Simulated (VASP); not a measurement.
# Co in VASP: single point with PBEsol

Aim: the single point of Co with PBEsol.

Everything below comes from runs of VASP 6.6.1. Logs are shortened: lines on timing, memory, paths and dates and some standing lists are left out, and cuts for length are marked.

## (1) Starting point

The cell holds a slab with vacuum, 12 atoms: a = 2.453 Å, b = 3.962 Å, c = 26.331 Å, α = 90.00°, β = 90.00°, γ = 90.00°.

The slab is cut from a database's or a generator's crystal, which needn't be the stable form of the element.

## (2) Single point, PBEsol, collinear spin, ferromagnetic start

Contents of INCAR:

```
SYSTEM = Co
PREC = Accurate ; ENCUT = 520
EDIFF = 1E-6 ; ISMEAR = 1
SIGMA = 0.1 ; LREAL = .False.
LASPH = .True. ; NELM = 150
ALGO = Normal ; ISIF = 2
LWAVE = .False. ; LCHARG = .False.
ISPIN = 2 ; MAGMOM = 1.7 1.7 1.7 1.7 1.7 1.7 1.7 1.7 1.7 1.7 1.7 1.7
LORBIT = 11 ; LMAXMIX = 4
LDIPOL = .True. ; IDIPOL = 3
DIPOL = 0.5 0.5 0.500 ; GGA = PS
AMIX = 0.2 ; BMIX = 1E-4
AMIX_MAG = 0.8 ; BMIX_MAG = 1E-4
LVHAR = .True. ; LVACPOTAV = .True.
ICORELEVEL = 1 ; LUSENCCL = .False.
```

Contents of KPOINTS:

```
regular mesh
0
Gamma
  16 10 1
  0 0 0
```

Contents of POSCAR:

```
Co
1.0
    2.4532743400      0.0000000000      0.0000000000
    0.0000000000      3.9615230000      0.0000000000
    0.0000000000      0.0000000000     26.3311937900
Co
12
Direct
    0.9999995900      0.7500000000      0.2848332700
    0.5000006100      0.2500000000      0.3117291600
    0.4999996500      0.7500000000      0.3655207800
    0.0000006700      0.2500000000      0.3924166700
    0.9999997200      0.7500000000      0.4462083000
    0.5000007400      0.2500000000      0.4731041900
    0.4999997800      0.7500000000      0.5268958100
    0.0000008000      0.2500000000      0.5537917000
    0.9999998500      0.7500000000      0.6075833300
    0.5000008700      0.2500000000      0.6344792200
    0.4999999100      0.7500000000      0.6882708400
    0.0000009300      0.2500000000      0.7151667300
```

Potentials or basis: VASP PAW PBE potentials, release 64 (Co).

Started as:

```bash
$ cat potpaw_PBE.64/Co/POTCAR > POTCAR
$ mpirun -np 1 vasp_std > vasp.out
```

OUTCAR:

```text
SYSTEM = Co
   PREC = Accurate
   ENCUT = 520
   EDIFF = 1E-6
   ISMEAR = 1
   LREAL = .False.
   LASPH = .True.
   NELM = 150
   ISIF = 2
   ISPIN = 2
   LORBIT = 11
   GGA = PS
   AMIX = 0.2
   AMIX_MAG = 0.8

 ion  position               nearest neighbor table
   1  1.000  0.750  0.285-   2 2.44   2 2.44   2 2.44   2 2.44   3 2.45   3 2.45
   2  0.500  0.250  0.312-   1 2.44   1 2.44   3 2.44   3 2.44   1 2.44   1 2.44   4 2.45   4 2.45

   3  0.500  0.750  0.366-   4 2.44   4 2.44   2 2.44   2 2.44   4 2.44   4 2.44   1 2.45   1 2.45
                             5 2.45   5 2.45
   4  0.000  0.250  0.392-   3 2.44   3 2.44   5 2.44   5 2.44   3 2.44   3 2.44   2 2.45   2 2.45
                             6 2.45   6 2.45
   5  1.000  0.750  0.446-   6 2.44   6 2.44   4 2.44   4 2.44   6 2.44   6 2.44   7 2.45   7 2.45
                             3 2.45   3 2.45
   6  0.500  0.250  0.473-   5 2.44   5 2.44   7 2.44   7 2.44   5 2.44   5 2.44   8 2.45   8 2.45
                             4 2.45   4 2.45
   7  0.500  0.750  0.527-   8 2.44   8 2.44   6 2.44   6 2.44   8 2.44   8 2.44   5 2.45   5 2.45
                             9 2.45   9 2.45
   8  0.000  0.250  0.554-   7 2.44   7 2.44   9 2.44   9 2.44   7 2.44   7 2.44   6 2.45   6 2.45
                            10 2.45  10 2.45
   9  1.000  0.750  0.608-  10 2.44  10 2.44   8 2.44   8 2.44  10 2.44  10 2.44  11 2.45  11 2.45
                             7 2.45   7 2.45
  10  0.500  0.250  0.634-   9 2.44   9 2.44  11 2.44  11 2.44   9 2.44   9 2.44  12 2.45  12 2.45
                             8 2.45   8 2.45
  11  0.500  0.750  0.688-  12 2.44  12 2.44  10 2.44  10 2.44  12 2.44  12 2.44   9 2.45   9 2.45

  12  0.000  0.250  0.715-  11 2.44  11 2.44  11 2.44  11 2.44  10 2.45  10 2.45

  LATTYP: Found a simple orthorhombic cell.
 ALAT       =     2.4532743400
 B/A-ratio  =     1.6147900524
 C/A-ratio  =    10.7330816455

  Lattice vectors:

 A1 = (   2.4532743400,   0.0000000000,   0.0000000000)
 A2 = (   0.0000000000,   3.9615230000,   0.0000000000)
 A3 = (   0.0000000000,   0.0000000000,  26.3311937900)

Analysis of symmetry for initial positions (statically):
=====================================================================
 Subroutine PRICEL returns:
 Original cell was already a primitive cell.

 Routine SETGRP: Setting up the symmetry group for a
 simple orthorhombic supercell.

 Subroutine GETGRP returns: Found  8 space group operations
 (whereof  4 operations were pure point group operations)
 out of a pool of  8 trial point group operations.

The static configuration has the point symmetry C_2h.
 The point group associated with its full space group is D_2h.

Analysis of symmetry for dynamics (positions and initial velocities):
=====================================================================
 Subroutine PRICEL returns:
 Original cell was already a primitive cell.

 Routine SETGRP: Setting up the symmetry group for a
 simple orthorhombic supercell.

 Subroutine GETGRP returns: Found  8 space group operations
 (whereof  4 operations were pure point group operations)
 out of a pool of  8 trial point group operations.

The dynamic configuration has the point symmetry C_2h.
 The point group associated with its full space group is D_2h.

Analysis of structural, dynamic, and magnetic symmetry:
=====================================================================
 Subroutine PRICEL returns:
 Original cell was already a primitive cell.

 Routine SETGRP: Setting up the symmetry group for a
 simple orthorhombic supercell.

 Subroutine GETGRP returns: Found  8 space group operations
 (whereof  4 operations were pure point group operations)
 out of a pool of  8 trial point group operations.

The overall configuration has the point symmetry C_2h.
 The point group associated with its full space group is D_2h.

 Subroutine INISYM returns: Found  8 space group operations
 (whereof  4 operations are pure point group operations),
 and found     1 'primitive' translations

----------------------------------------------------------------------------------------

                                     Primitive cell

  volume of cell :     255.9050

  direct lattice vectors                    reciprocal lattice vectors
     2.453274340  0.000000000  0.000000000     0.407618497  0.000000000  0.000000000
     0.000000000  3.961523000  0.000000000     0.000000000  0.252428170  0.000000000
     0.000000000  0.000000000 26.331193790     0.000000000  0.000000000  0.037977769

  length of vectors
     2.453274340  3.961523000 26.331193790     0.407618497  0.252428170  0.037977769

  position of ions in fractional coordinates (direct lattice)
     0.999999590  0.750000000  0.284833270
     0.500000610  0.250000000  0.311729160
     0.499999650  0.750000000  0.365520780
[... 88 lines left out ...]
   ISTART =      0    job   : 0-new  1-cont  2-samecut
   ICHARG =      2    charge: 1-file 2-atom 10-const
   ISPIN  =      2    spin polarized calculation?
   LNONCOLLINEAR =      F non collinear calculations
   LSORBIT =      F    spin-orbit coupling
   LASPH  =      T    aspherical Exc in radial PAW
   ENCUT  =  520.0 eV  38.22 Ry    6.18 a.u.   4.56  7.37 48.96*2*pi/ulx,y,z
   NELM   =    150;   NELMIN=  2; NELMDL= -5     # of ELM steps
   EDIFF  = 0.1E-05   stopping-criterion for ELM
   LREAL  =      F    real-space projection
   EDIFFG = 0.1E-04   stopping-criterion for IOM
   NSW    =      0    number of steps for IOM
   IBRION =     -1    ionic relax: 0-MD 1-quasi-New 2-CG
   NFREE  =      0    steps in history (QN), initial steepest desc. (CG)
   ISIF   =      2    stress and relaxation
   ISYM   =      2    0-nonsym 1-usesym 2-fastsym
   POTIM  = 0.5000    time-step for ionic-motion
   TEBEG  =    0.0;   TEEND  =   0.0 temperature during run
   PSTRESS=    0.0 pullay stress
   NELECT =     108.0000    total number of electrons
   NUPDOWN=      -1.0000    fix difference up-down
   EMIN   =  10.00;   EMAX   =-10.00  energy-range for DOS
   EFERMI =   0.00;   METHOD = LEGACY
   ISMEAR =     1;   SIGMA  =   0.10  broadening in eV -4-tet -1-fermi 0-gaus
   EFERMI_NEDOS =   21; number of points for ismear=-14 and -15
   IALGO  =     38    algorithm
   IMIX   =      4    mixing-type and parameters
     AMIX     =   0.20;   BMIX     =  0.00
     AMIX_MAG =   0.80;   BMIX_MAG =  0.00
  volume/ion in A,a.u.               =      21.33       143.91
  Fermi-wavevector in a.u.,A,eV,Ry     =   1.227976  2.320538 20.516559  1.507925
  Thomas-Fermi vector in A             =   2.362919
   LORBIT       =     11    0 simple, 1 ext, 2 COOP (PROOUT), +10 PAW based schemes
   GGA     = PS    functional components
   LHFCALC =     F    Hartree Fock is set to
   AEXX    =    0.0000 exact exchange contribution
   IVDW    =     0    specifies the selected vdW correction
   LEPSILON=     F    determine dielectric tensor
   LRPA    =     F    only Hartree local field effects (RPA)
 spin polarized calculation
 Methfessel and Paxton  Order N= 1 SIGMA  =   0.10
  energy-cutoff  :      520.00
  volume of cell :      255.91
 maximum number of plane-waves:      6971
   NGX =  9   NGY = 15   NGZ = 97

 number of electron     108.0000014 magnetization       9.7575233

 dipolmoment           0.000000      0.000000      0.000000 electrons x Angstroem

 number of electron     108.0000013 magnetization      19.5882282

 dipolmoment           0.000000      0.000000     -0.000000 electrons x Angstroem

 Free energy of the ion-electron system (eV)
  ---------------------------------------------------
  ext. energy  EPLUGINS =         0.00000000
  ---------------------------------------------------
  free energy    TOTEN  =       -89.53543133 eV

  energy without entropy =      -89.53552497  energy(sigma->0) =      -89.53546254

 the core state eigenenergies are
   1-  1s  -7583.0754  2s   -889.2506  2p   -760.2171  3s    -92.1487  3p    -55.4281

   2-  1s  -7583.2002  2s   -889.4410  2p   -760.4028  3s    -92.2121  3p    -55.4838

   3-  1s  -7583.2526  2s   -889.5440  2p   -760.5006  3s    -92.3147  3p    -55.5886
[... 15 lines left out ...]
  11-  1s  -7583.2002  2s   -889.4410  2p   -760.4028  3s    -92.2121  3p    -55.4838

  12-  1s  -7583.0754  2s   -889.2506  2p   -760.2171  3s    -92.1487  3p    -55.4281

 E-fermi :   2.8457     XC(G=0):  -7.4826

 val. band max:        2.8436757829   @ k =   0.2500   0.4000   0.0000
 cond. band min:       2.8467412924   @ k =   0.1875   0.2000   0.0000
 fundamental gap:      0.0030655095
 Fermi energy:         2.8456677031

 spin component 1

 k-point     1 :       0.0000    0.0000    0.0000
  band No.  band energies     occupation
      1      -6.2285      1.00000
      2      -5.6205      1.00000
      3      -4.6411      1.00000
      4      -3.5264      1.00000
      5      -2.6640      1.00000
      6      -2.4284      1.00000
[... 1645 lines left out ...]
     65       4.0829     -0.00000
     66       5.5937      0.00000

 [... further k-points ...]

 spin component 2

 k-point     1 :       0.0000    0.0000    0.0000
  band No.  band energies     occupation
      1      -6.1583      1.00000
      2      -5.5378      1.00000
      3      -4.5322      1.00000
      4      -3.3260      1.00000
      5      -2.1964      1.00000
      6      -1.5012      1.00000
[... 1645 lines left out ...]
     65       5.2948      0.00000
     66       6.5589      0.00000

 [... further k-points ...]

 [bands above 66 left out]

------------------------ aborting loop because EDIFF is reached ----------------------------------------

  FORCE on cell =-STRESS in cart. coord.  units (eV):
  Direction    XX          YY          ZZ          XY          YZ          ZX
  --------------------------------------------------------------------------------------
  -------------------------------------------------------------------------------------
  Total       -3.8050362     -3.5513509     -1.4743526      0.0000000      0.0000000      0.0000000
  in kB      -23.8226749    -22.2343951     -9.2306669      0.0000000      0.0000000      0.0000000
  external PRESSURE =     -18.4292456 kB  Pullay stress =       0.0000000 kB

 VOLUME and BASIS-vectors are now :
 -----------------------------------------------------------------------------
  energy-cutoff  :      520.00
  volume of cell :      255.91
      direct lattice vectors                 reciprocal lattice vectors
     2.453274340  0.000000000  0.000000000     0.407618497  0.000000000  0.000000000
     0.000000000  3.961523000  0.000000000     0.000000000  0.252428170  0.000000000
     0.000000000  0.000000000 26.331193790     0.000000000  0.000000000  0.037977769

 POSITION                                       TOTAL-FORCE (eV/Angst)
 -----------------------------------------------------------------------------------
      2.45327      2.97114      7.50000        -0.000000      0.000000      0.525650
      1.22664      0.99038      8.20820         0.000000      0.000000     -0.205205
      1.22664      2.97114      9.62460        -0.000000      0.000000     -0.294090
      0.00000      0.99038     10.33280        -0.000000      0.000000     -0.077978
      2.45327      2.97114     11.74920        -0.000000      0.000000      0.020351
      1.22664      0.99038     12.45740        -0.000000      0.000000      0.007073
      1.22664      2.97114     13.87380        -0.000000      0.000000     -0.007073
      0.00000      0.99038     14.58200        -0.000000      0.000000     -0.020351
      2.45327      2.97114     15.99839        -0.000000      0.000000      0.077978
      1.22664      0.99038     16.70660        -0.000000      0.000000      0.294090
      1.22664      2.97114     18.12299        -0.000000      0.000000      0.205205
      0.00000      0.99038     18.83119        -0.000000      0.000000     -0.525650
 -----------------------------------------------------------------------------------
    total drift:                                0.000305      0.000030     -0.000170

  FREE ENERGIE OF THE ION-ELECTRON SYSTEM (eV)
  ---------------------------------------------------
  free  energy   TOTEN  =       -89.5354313297 eV

  energy  without entropy=      -89.5355249685  energy(sigma->0) =      -89.53546254

 vacuum level on the upper side and lower side of the slab         7.626         7.626

 total charge

# of ion       s       p       d       tot
------------------------------------------
    1        0.490   0.387   7.246   8.123
    2        0.504   0.491   7.260   8.255
    3        0.508   0.564   7.292   8.364
    4        0.509   0.566   7.297   8.373
    5        0.510   0.569   7.295   8.374
    6        0.510   0.570   7.293   8.373
    7        0.510   0.570   7.293   8.373
    8        0.510   0.569   7.295   8.374
    9        0.509   0.566   7.297   8.373
   10        0.508   0.564   7.292   8.364
   11        0.504   0.491   7.260   8.255
   12        0.490   0.387   7.246   8.123
--------------------------------------------------
tot          6.063   6.295  87.367  99.725

 magnetization (x)

# of ion       s       p       d       tot
------------------------------------------
    1       -0.003  -0.028   1.825   1.794
    2       -0.014  -0.044   1.715   1.657
    3       -0.015  -0.049   1.683   1.619
    4       -0.013  -0.053   1.663   1.596
    5       -0.015  -0.053   1.637   1.570
    6       -0.015  -0.053   1.642   1.574
    7       -0.015  -0.053   1.642   1.574
    8       -0.015  -0.053   1.637   1.570
    9       -0.013  -0.053   1.663   1.596
   10       -0.015  -0.049   1.683   1.619
   11       -0.014  -0.044   1.715   1.657
   12       -0.003  -0.028   1.825   1.794
--------------------------------------------------
tot         -0.150  -0.560  20.329  19.620
```

It took 82 min on 1 × NVIDIA H100 80GB with 1 thread of AMD EPYC 7R13 (Zen 3), shared host; peak memory 2.2 GiB.

Results:

```
Free energy                                           : -89.5354 eV
Largest force                                         : 0.526 eV/Å
Band gap on the k mesh                                : none (metal or under the smearing width)
Net moment                                            : 19.59 μB per cell
Site moments                                          : Co +1.79, +1.66, +1.62, +1.60, +1.57 μB
Valence electrons inside the program's atomic spheres : Co 8.12, 8.26, 8.36, 8.37
Work function of the upper face                       : 4.78 eV
Work function of the lower face                       : 4.78 eV
```

Forces in eV/Å, atoms in the order of the input:
```
Co   0.000  0.000  0.526
Co   0.000  0.000 -0.205
Co   0.000  0.000 -0.294
Co   0.000  0.000 -0.078
Co   0.000  0.000  0.020
Co   0.000  0.000  0.007
Co   0.000  0.000 -0.007
Co   0.000  0.000 -0.020
Co   0.000  0.000  0.078
Co   0.000  0.000  0.294
Co   0.000  0.000  0.205
Co   0.000  0.000 -0.526
```

Core levels (eV, on the scale of the bands):
```
atom                                                levels
1 Co  1s -7583.1, 2s -889.3, 2p -760.2, 3s -92.1, 3p -55.4
2 Co  1s -7583.2, 2s -889.4, 2p -760.4, 3s -92.2, 3p -55.5
3 Co  1s -7583.3, 2s -889.5, 2p -760.5, 3s -92.3, 3p -55.6
4 Co  1s -7583.2, 2s -889.5, 2p -760.4, 3s -92.3, 3p -55.5
5 Co  1s -7583.2, 2s -889.5, 2p -760.4, 3s -92.2, 3p -55.5
6 Co  1s -7583.2, 2s -889.5, 2p -760.4, 3s -92.2, 3p -55.5
```

Caveat: the PAW data sets were made with another functional, which shifts forces and pressure a little.
